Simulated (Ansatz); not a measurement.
input.yaml

```yaml
crystal:
  lattice:
    - [2.8731261528, 0.0, 0.0]
    - [0.0, 2.8731261528, 0.0]
    - [0.0, 0.0, 2.8731261528]
  atoms:
    - { symbol: Se, position: [0.0, 0.0, 0.0] }
basis:
  ecutwfc: 420
kpoints:
  mp_grid: { grid: [14, 14, 14] }
hamiltonian:
  xc: pbesol
scf:
  occupations: { method: gaussian, width: 0.1 }
output:
  forces: true
  stress: true
  eigenvalues: true
```

It can be run as
```bash
ansatz run input.yaml --threads 1 --pin off --backend cpu --events-out ev --progress --plain --runs-dir out  # memory cap (--max-ram) not shown
```

All numbers below come from Ansatz 0.2.0, DFT PBEsol, scalar-relativistic, plane waves, PAW.

Abridged output:

```
Pseudopotentials: kind: paw
Pseudopotential: Se, paw, valence charge 16, recommended cutoff 420 eV (normal)
Functional definition: PBEsol
Crystal: 1 atom, lattice volume = 23.717 Å³
Basis set: ecut = 420 eV, 461 PW (Γ), exchange–correlation on 40×40×40 points (8 copies of the dense FFT grid, shifted against one another)
Bands: 12, of which v1, the nominal top of the filled ones, is band 8 counted from 1 (7 counted from 0)
Symmetry: 48 space group operations
Space group: Pm-3m (ITA 221), of the structure as read, at distance tolerance 2.9e-5 Å
k-points: 120 of 2744
Initial density: superposition of atomic densities (neutral atoms: chi_scale 0, normalization atom), corrected by the library's trained network
Initial wavefunctions: pseudopotential atomic-orbital guess
Functional: x = pbesol(κ = 0.804, μ = 0.12345679), c = pbesol(β = 0.046)
SCF iter   1: F=—  HF=-5424.071051 eV  |F-HF|=—  |Δ(HF+E_count)|=         —  Δρ=1.25e-3  dr2=2.61e-4  ethr=1.77e-3  ⟨swp⟩=5.3  Hψ=8673  notcnv=0
SCF iter   2: F=—  HF=-5424.070884 eV  |F-HF|=—  |Δ(HF+E_count)|=   1.67e-4  Δρ=8.50e-4  dr2=1.43e-4  ethr=1.63e-6  ⟨swp⟩=2.0  Hψ=3357  notcnv=0
SCF iter   3: F=—  HF=-5424.070955 eV  |F-HF|=—  |Δ(HF+E_count)|=   7.06e-5  Δρ=3.00e-4  dr2=1.11e-5  ethr=8.92e-7  ⟨swp⟩=2.0  Hψ=1769  notcnv=0
SCF iter   4: F=—  HF=-5424.070960 eV  |F-HF|=—  |Δ(HF+E_count)|=   4.64e-6  Δρ=6.07e-5  dr2=5.97e-7  ethr=6.92e-8  ⟨swp⟩=2.8  Hψ=2366  notcnv=0
SCF iter   5: F=-5424.070960 eV  HF=-5424.070960 eV  |F-HF|=2.58e-9  |Δ(HF+E_count)|=   6.37e-7  Δρ=6.10e-6  dr2=6.95e-9  ethr=3.73e-9  ⟨swp⟩=3.0  Hψ=2377  notcnv=0
SCF iter   6: F=-5424.070960 eV  HF=-5424.070960 eV  |F-HF|=3.09e-11  |Δ(HF+E_count)|=  3.06e-10  Δρ=4.71e-7  dr2=7.42e-11  ethr=4.34e-11  ⟨swp⟩=1.7  Hψ=4690  notcnv=0
SCF 1 converged in 6 iterations: F = -5424.070960 eV  dr2 = 7.42e-11
SCF converged after 6 iterations
Free energy (F): -5424.070960 eV
Harris-Foulkes:  -5424.070960 eV  (|F-HF|=3.09e-11)
Internal energy: -5424.068810 eV  (E = F + TS)
E sigma→0 (E₀):  -5424.069885 eV
Entropy (-TS):   -0.002150 eV (-2.150 meV/atom)
Fermi energy:    8.833100 eV
--- Per-component energies (eV) ---
  E_band       = -381.923698
  E_kinetic    = 115.541757
  E_local      = -2291.386242  (includes V_loc(G=0)·N_el)
  E_nonlocal   = -590.940956
  E_hartree    = 1132.860177
  E_xc         = -102.123843
  E_vxc        = -96.494286  (∫ρ·V_xc dr)
  E_paw        = -1868.857567  (= ΣΔE_a)
  E_vpaw       = 215.635869  (= ΣTr[D̂ρ^β])
  E_aug_tail   = -0.000610  (compensation charges beyond the density's cutoff)
  E_ewald      = -1820.169976
  E_core_change = 1.008450  (= ΣΔE_core)
  E_smearing   = -0.002150  (= −TS)
--- Forces (eV/Å), atoms counted from 1 ---
  atom   1  Se     0.00000000     0.00000000     0.00000000
--- Stress (GPa, compression-positive) ---
       -6.200543       0.000000       0.000000
        0.000000      -6.200543       0.000000
        0.000000       0.000000      -6.200543
  P = ⅓ Tr σ = -6.2005 GPa (-62.005 kbar)
--- Band table (eV; the first three rows and the last of 120) ---
  k-point 0: bands = ["-39.6457", "-39.6457", "-39.6272", "-39.6272", "-39.6272", "-6.7885", "10.1626", "10.1626", "10.1626", "16.2440", "16.7025", "16.7025"]
  k-point 1: bands = ["-39.6456", "-39.6447", "-39.6274", "-39.6274", "-39.6272", "-6.7204", "9.4262", "10.2158", "10.2158", "16.4308", "16.7744", "17.4883"]
  k-point 2: bands = ["-39.6456", "-39.6419", "-39.6281", "-39.6281", "-39.6271", "-6.5208", "7.8925", "10.3695", "10.3695", "16.7104", "16.9867", "19.4185"]
  k-point 119: bands = ["-39.6371", "-39.6371", "-39.6371", "-39.6148", "-39.6148", "-1.1319", "5.7201", "5.7201", "5.7201", "14.8047", "14.8047", "14.8047"]
```

The calculation finished and met its thresholds.

Spin polarisation was left out, and a magnetic state may lie lower.